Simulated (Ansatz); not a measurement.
# BeTe (F-43m): thermal expansion under pressure, part 2 of 2

How does compression alter the response of BeTe to heat?

Ansatz 0.2.0; DFT RPBE, scalar-relativistic, plane waves, PAW.

So far, principal linear expansion coefficients at 298 K (× 1e-6/K): step 8 (phonons on strained cells, pressure 2 GPa) 7.67. Also isothermal bulk modulus at 298 K (GPa): step 8 58.1.

The database entry behind the starting cell differs from later determinations by our own check (an axis about 1.5 % short against later determinations), so it need not match the best structure at ambient conditions.

**9. Relaxation under pressure, pressure 10 GPa**

input.yaml reads:

```yaml
crystal:
  lattice:
    - [0.0, 2.8584041238, 2.8584041238]
    - [2.8584041238, 0.0, 2.8584041238]
    - [2.8584041238, 2.8584041238, 0.0]
  atoms:
    - { symbol: Be, position: [0.0, 0.0, 0.0] }
    - { symbol: Te, position: [0.25, 0.25, 0.25] }
kpoints:
  mp_grid: { grid: [8, 8, 8] }
hamiltonian:
  xc: rpbe
scf:
  occupations: { method: fixed }
output:
  forces: true
  stress: true
  eigenvalues: true
  write_density: true
  write_potential: true
  elf: true
  volumetric_format: npy
relax:
  adjacent_minimum: "off"
  f_tol: 0.001
  max_steps: 60
  cell: { stress_tol: 0.05, p_target: 10.0 }
```

Launch:

```sh
$ ansatz run input.yaml --threads 4 --pin off --max-ram 8192MiB --backend cpu --events-out ev --progress --plain --runs-dir out
```

Wall time 3.4 s (4 threads of Arm Neoverse V1, shared host); peak memory 0.34 GiB.

Step by step:

| step | energy less that of the first step (eV) | largest force component (eV/Å) | pressure (GPa) | volume (Å³) |
| --- | --- | --- | --- | --- |
| 1 | 0.0000 | 0.0000 | 0.00 | 46.71 |
| 2 | 0.1896 | 0.0000 | 10.65 | 40.21 |
| 3 | 0.1676 | 0.0000 | 9.87 | 40.55 |
| 4 | 0.1711 | 0.0000 | 10.00 | 40.49 |
| 5* | 0.1719 | 0.0000 | 9.99 | 40.49 |

Relaxation steps marked * repeat the geometry before them on a plane-wave basis chosen anew for their cell, so energy and pressure can jump there.

The run keeps the 24 symmetry operations that it works with, so distortions that break them were not tested.

| conventional cell, symmetrised | before | after | change |
| --- | --- | --- | --- |
| a (Å) | 5.717 | 5.451 | -4.6 % |
| b (Å) | 5.717 | 5.451 | -4.6 % |
| c (Å) | 5.717 | 5.451 | -4.6 % |
| volume (Å³/atom) | 23.35 | 20.25 | -13.3 % |

Final coordinates:

```
Be Te
1.0
     0.00000    2.72554    2.72554
     2.72554    0.00000    2.72554
     2.72554    2.72554    0.00000
Be Te
1 1
Cartesian
  0.0000 0.0000 0.0000
  1.3628 1.3628 1.3628
```

This step gave:

| Property | Result |
| --- | --- |
| pressure | 9.986 GPa |
| gap on the k-mesh | 1.811 eV |
| volume per atom | 20.25 Å³ |

Valence density in the ac plane of a cell with a along [110], b along [-110] and c along [001] of the cube at fractional y = 0.000, with atoms of Be and Te within 0.2 Å of it. It is the smooth field of the valence electrons, not physical close to the nuclei.

Values in e/Å³, 8 rows by 16 columns, each cell a mean:
```
 0  0  0  1  1  1  0  0  0  0  0  1  1  1  0  0
 0  0  1  8 10  3  1  0  0  0  1  8 10  3  1  0
 0  0  1  6  8  2  0  0  0  0  1  6  8  2  0  0
 0  0  0  0  1  0  0  0  0  0  0  0  1  0  0  0
 0  0  0  0  0  0  0  0  0  0  0  0  0  0  0  0
 0  0  0  0  0  0  0  0  0  0  0  0  0  0  0  0
 0  0  0  0  0  0  0  0  0  0  0  0  0  0  0  0
 0  0  0  0  0  0  0  0  0  0  0  0  0  0  0  0
```
Columns run along a (7.7 Å), rows up along c (5.5 Å), edges of the conventional cell, whose origin can differ from the input's. Atoms in or near the plane, at fractional coordinates: Be at (0.50, 0.00), Be at (0.00, 0.00), Te at (0.75, 0.75), Te at (0.25, 0.75).

ELF in the ac plane of a cell with a along [110], b along [-110] and c along [001] of the cube at fractional y = 0.000, with atoms of Be and Te within 0.2 Å of it. It is the smooth field of the valence electrons, not physical close to the nuclei.

Ten even steps from '_' (0.01) to '@' (0.85), each cell a mean:
```
__--%%@@##**##%%@@**..__--%%@@##**##%%@@**..
::##@@%%++====**@@@@==::##@@%%++====**@@@@==
==%%%%**::__..==##@@**==%%%%**::__..==##@@**
--**##==..____--**##==--**##==..____--**##==
..==**++::__..==****::..==**++::__..==****::
__::++**++====++**==..__::++**++====++**==..
__..--**********++::____..--**********++::__
____..--++**++==::________..--++**++==::____
________..::::..______________..::::..______
____________________________________________
::....____________..::::....____________..::
==--..__________..::--==--..__________..::--
==--::..________..----==--::..________..----
....::::::::::::::::......::::::::::::::::..
____==**********++::______==**********++::__
```
Columns run along a (7.7 Å), rows up along c (5.5 Å), edges of the conventional cell, whose origin can differ from the input's. Atoms in or near the plane, at fractional coordinates: Be at (0.50, 0.00), Be at (0.00, 0.00), Te at (0.75, 0.75), Te at (0.25, 0.75).

Electrostatic potential energy in the ac plane of a cell with a along [110], b along [-110] and c along [001] of the cube at fractional y = 0.000, with atoms of Be and Te within 0.2 Å of it. With pseudopotentials it is smooth inside the atoms' cores, unlike the true potential.

Values in eV, 8 rows by 16 columns, each cell a mean:
```
-16  -2   2  -3  -3   0   2 -13 -16  -2   2  -3  -3   0   2 -13
  8   5  -6  28  36   3   0   8   8   5  -6  28  36   3   0   8
 11   7  -6  18  25  -2   2  11  11   7  -6  18  25  -2   2  11
 12  11   7   0  -1   4  10  12  12  11   7   0  -1   4  10  12
 12  12  12  12  12  12  12  12  12  12  12  12  12  12  12  12
 11  12  12  13  13  12  12  11  11  12  12  13  13  12  12  11
  5   9  11  12  12  12  10   6   5   9  11  12  12  12  10   6
-21  -5   9  10  10  10   3 -18 -21  -5   9  10  10  10   3 -18
```
Columns run along a (7.7 Å; values clipped at the 3rd and 97th percentile), rows up along c (5.5 Å), edges of the conventional cell, whose origin can differ from the input's. Atoms in or near the plane, at fractional coordinates: Be at (0.50, 0.00), Be at (0.00, 0.00), Te at (0.75, 0.75), Te at (0.25, 0.75).

**10. The quasi-harmonic study, pressure 10 GPa**

The study relaxes the crystal at several strains, solves the phonons on some of them and minimises the free energy at each temperature (static energy, vibrations, the electrons in a metal, and PV under a set pressure); the q-mesh sets how far the force constants reach.

input.yaml reads:

```yaml
crystal:
  lattice:
    - [0.0, 2.7255368387, 2.7255368387]
    - [2.7255368387, 0.0, 2.7255368387]
    - [2.7255368387, 2.7255368387, 0.0]
  atoms:
    - { symbol: Be, position: [0.0, 0.0, 0.0] }
    - { symbol: Te, position: [0.25, 0.25, 0.25] }
kpoints:
  mp_grid: { grid: [8, 8, 8] }
hamiltonian:
  xc: rpbe
scf:
  occupations: { method: fixed }
output:
  eigenvalues: true
phonons:
  method: dfpt
  qmesh: [4, 4, 4]
  temperatures: { t_max: 800.0, t_step: 50 }
  thermal_expansion: { pressure: 10.0 }
```

Run time: 7.8 min. Hardware: 4 threads; peak memory 1.2 GiB.

Numbers from this step:

```yaml
volume_expansion_coefficient_at_298_k: 12.92 1e-6/K
c_p_at_298_k: 19.68 J/mol-atom/K
entropy_at_298_k: 24.85 J/mol-atom/K
isothermal_bulk_modulus_at_298_k: 87.70 GPa
grueneisen_parameter_at_298_k: 0.7092
volume_at_298_k: 20.41 Å³/atom
principal_linear_expansion_coefficients_at_298_k: 4.305, 4.305, 4.305 1e-6/K
```

Strained cells of the study; zero-point energy where phonons were solved; the pressures are stresses at a fixed cutoff and can carry an offset from the finite basis. Expansion cells, by row:

| cell | \|a\| (Å) | \|b\| (Å) | \|c\| (Å) | V (Å³/atom) | E - E_lowest (meV/atom) | pressure, compression positive (GPa) | gap (eV) | zero-point energy (meV/atom) |
| --- | --- | --- | --- | --- | --- | --- | --- | --- |
| 1 | 3.854 | 3.854 | 3.854 | 20.25 | 37.18 | 9.979 | 1.811 | - |
| 2 | 3.885 | 3.885 | 3.885 | 20.74 | 9.851 | 7.921 | 1.88 | - |
| 3 | 3.824 | 3.824 | 3.824 | 19.77 | 70.27 | 12.22 | 1.738 | - |
| 4 | 3.854 | 3.854 | 3.854 | 20.25 | 37.17 | 9.979 | 1.811 | 59.83 |
| 5 | 3.874 | 3.874 | 3.874 | 20.55 | 19.41 | 8.67 | 1.854 | 58.77 |
| 6 | 3.864 | 3.864 | 3.864 | 20.4 | 27.93 | 9.31 | 1.833 | 59.29 |
| 7 | 3.884 | 3.884 | 3.884 | 20.71 | 11.14 | 8.024 | 1.877 | 58.23 |
| 8 | 3.816 | 3.816 | 3.816 | 19.65 | 79.54 | 12.81 | 1.72 | - |
| 9 | 3.835 | 3.835 | 3.835 | 19.95 | 57.2 | 11.36 | 1.766 | - |
| 10 | 3.898 | 3.898 | 3.898 | 20.95 | 0 | 7.105 | 1.909 | - |

Quasi-harmonic; a, b, c are the run's own cell vectors. Expansion, by row:

| T (K) | a (Å) | b (Å) | c (Å) | alpha (deg) | beta (deg) | gamma (deg) | cell volume (Å³/cell) | alpha_a (1e-6/K) | alpha_b (1e-6/K) | alpha_c (1e-6/K) | alpha_V (1e-6/K) | C_P (J/mol-atom/K) | C_V (J/mol-atom/K) | S (J/mol-atom/K) | B_T (GPa) | B_S (GPa) | Grueneisen | extrapolation | fit error (1e-6/K) |
| --- | --- | --- | --- | --- | --- | --- | --- | --- | --- | --- | --- | --- | --- | --- | --- | --- | --- | --- | --- |
| 0 | 3.862 | 3.862 | 3.862 | 60 | 60 | 60 | 40.74 | 0 | 0 | 0 | 0 | 0 | 0 | 0 | 88.76 | 88.76 | - | 0 | 0 |
| 50 | 3.862 | 3.862 | 3.862 | 60 | 60 | 60 | 40.74 | 0.24 | 0.24 | 0.24 | 0.71 | 5.919 | 5.919 | 3.005 | 88.74 | 88.74 | 0.13 | 0 | 0 |
| 100 | 3.862 | 3.862 | 3.862 | 60 | 60 | 60 | 40.75 | 0.93 | 0.93 | 0.93 | 2.79 | 10.38 | 10.38 | 8.71 | 88.64 | 88.65 | 0.292 | 0 | 0 |
| 150 | 3.863 | 3.863 | 3.863 | 60 | 60 | 60 | 40.75 | 1.85 | 1.85 | 1.85 | 5.56 | 13.34 | 13.34 | 13.48 | 88.48 | 88.52 | 0.453 | 0 | 0 |
| 200 | 3.863 | 3.863 | 3.863 | 60 | 60 | 60 | 40.77 | 2.86 | 2.86 | 2.86 | 8.57 | 16.03 | 16.01 | 17.7 | 88.26 | 88.34 | 0.58 | 0 | 0.01 |
| 250 | 3.864 | 3.864 | 3.864 | 60 | 60 | 60 | 40.79 | 3.69 | 3.69 | 3.69 | 11.08 | 18.16 | 18.12 | 21.52 | 87.99 | 88.15 | 0.661 | 0 | 0.01 |
| 298.1 | 3.865 | 3.865 | 3.865 | 60 | 60 | 60 | 40.81 | 4.31 | 4.31 | 4.31 | 12.92 | 19.68 | 19.63 | 24.85 | 87.7 | 87.94 | 0.709 | 0 | 0.01 |
| 300 | 3.865 | 3.865 | 3.865 | 60 | 60 | 60 | 40.81 | 4.33 | 4.33 | 4.33 | 12.98 | 19.73 | 19.68 | 24.98 | 87.69 | 87.93 | 0.711 | 0 | 0.01 |
| 350 | 3.866 | 3.866 | 3.866 | 60 | 60 | 60 | 40.84 | 4.8 | 4.8 | 4.8 | 14.39 | 20.88 | 20.8 | 28.11 | 87.38 | 87.71 | 0.743 | 0 | 0.01 |
| 400 | 3.866 | 3.866 | 3.866 | 60 | 60 | 60 | 40.87 | 5.15 | 5.15 | 5.15 | 15.45 | 21.73 | 21.63 | 30.95 | 87.06 | 87.48 | 0.765 | 0 | 0.01 |
| 450 | 3.867 | 3.867 | 3.867 | 60 | 60 | 60 | 40.9 | 5.42 | 5.42 | 5.42 | 16.26 | 22.37 | 22.24 | 33.55 | 86.74 | 87.24 | 0.781 | 0 | 0.01 |
| 500 | 3.869 | 3.869 | 3.869 | 60 | 60 | 60 | 40.94 | 5.63 | 5.63 | 5.63 | 16.9 | 22.86 | 22.71 | 35.94 | 86.41 | 86.99 | 0.793 | 0 | 0.01 |
| 550 | 3.87 | 3.87 | 3.87 | 60 | 60 | 60 | 40.97 | 5.81 | 5.81 | 5.81 | 17.42 | 23.24 | 23.07 | 38.13 | 86.09 | 86.75 | 0.802 | 0 | 0.01 |
| 600 | 3.871 | 3.871 | 3.871 | 60 | 60 | 60 | 41.01 | 5.95 | 5.95 | 5.95 | 17.84 | 23.55 | 23.35 | 40.17 | 85.75 | 86.5 | 0.809 | 0 | 0.01 |
| 650 | 3.872 | 3.872 | 3.872 | 60 | 60 | 60 | 41.05 | 6.07 | 6.07 | 6.07 | 18.2 | 23.8 | 23.57 | 42.07 | 85.42 | 86.25 | 0.815 | 0 | 0.01 |
| 700 | 3.873 | 3.873 | 3.873 | 60 | 60 | 60 | 41.08 | 6.17 | 6.17 | 6.17 | 18.5 | 24 | 23.75 | 43.84 | 85.09 | 85.99 | 0.82 | 0 | 0.02 |
| 750 | 3.874 | 3.874 | 3.874 | 60 | 60 | 60 | 41.12 | 6.26 | 6.26 | 6.26 | 18.77 | 24.18 | 23.9 | 45.5 | 84.75 | 85.74 | 0.824 | 0 | 0.02 |
| 800 | 3.876 | 3.876 | 3.876 | 60 | 60 | 60 | 41.16 | 6.34 | 6.34 | 6.34 | 19.01 | 24.33 | 24.02 | 47.06 | 84.42 | 85.48 | 0.828 | 0 | 0.03 |

The expansion coefficient by temperature; values in 1e-6/K:

| temperature (K) | volume | principal 1 |
| --- | --- | --- |
| 0 | 0 | 0 |
| 50 | 0.71 | 0.24 |
| 100 | 2.79 | 0.93 |
| 150 | 5.56 | 1.85 |
| 200 | 8.57 | 2.86 |
| 250 | 11.1 | 3.69 |
| 298 | 12.9 | 4.31 |
| 300 | 13.0 | 4.33 |
| 350 | 14.4 | 4.8 |
| 400 | 15.4 | 5.15 |
| 450 | 16.3 | 5.42 |
| 500 | 16.9 | 5.63 |
| 550 | 17.4 | 5.81 |
| 600 | 17.8 | 5.95 |
| 650 | 18.2 | 6.07 |
| 700 | 18.5 | 6.17 |
| 750 | 18.8 | 6.26 |
| 800 | 19.0 | 6.34 |

Changing the pressure (2 → 10 GPa) takes the volume expansion at 298 K from 23.0 to 12.9 × 10⁻⁶/K and B_T from 58.1 to 87.7 GPa.

**11. Outcome**

* settings of these figures: RPBE, 487.2 eV, k 8×8×8, q 4×4×4, 2 GPa
* volume expansion coefficient at 298 K: 23.02 1e-6/K
* C_P at 298 K: 20.85 J/mol-atom/K
* entropy at 298 K: 26.64 J/mol-atom/K
* isothermal bulk modulus at 298 K: 58.13 GPa
* Grüneisen parameter at 298 K: 0.8864
* volume at 298 K: 22.80 Å³/atom
* principal linear expansion coefficients at 298 K: 7.672, 7.672, 7.672 1e-6/K

**Reading.** Near room temperature and at 2 GPa BeTe expands by 23.0 × 10⁻⁶/K in volume by RPBE, with C_P = 20.8 J/(mol K) per mole of atoms and B_T = 58.1 GPa. C_P at room temperature is 84 % of the classical 3R an atom, so the stiffest modes are still partly frozen out. Going from 2 to 10 GPa changes the volume expansion at 298 K from 23.0 to 12.9 × 10⁻⁶/K; since α = γC_V/(B V), it follows the bulk modulus (58.1 → 87.7 GPa) and the Grüneisen parameter (0.89 → 0.71). The interpolation has no quadrupole term, so branches near the zone centre are less sure, since this crystal has sites that are not centres of inversion. The PAW files were made for PBE and are used here under another functional, for which the program regenerates the frozen cores.

[Logs are printed without paths, hosts, clocks, repeated set-up lines and the standing remarks that a program may print on its own settings, such as how far it seeks lower states.]

[Hosts, paths, dates, database ids (printed as entryN), source tags and the programs' standing remarks are cut or masked in the printed files.]

[A step with changed settings may run another functional than the one named; its input shows which.]
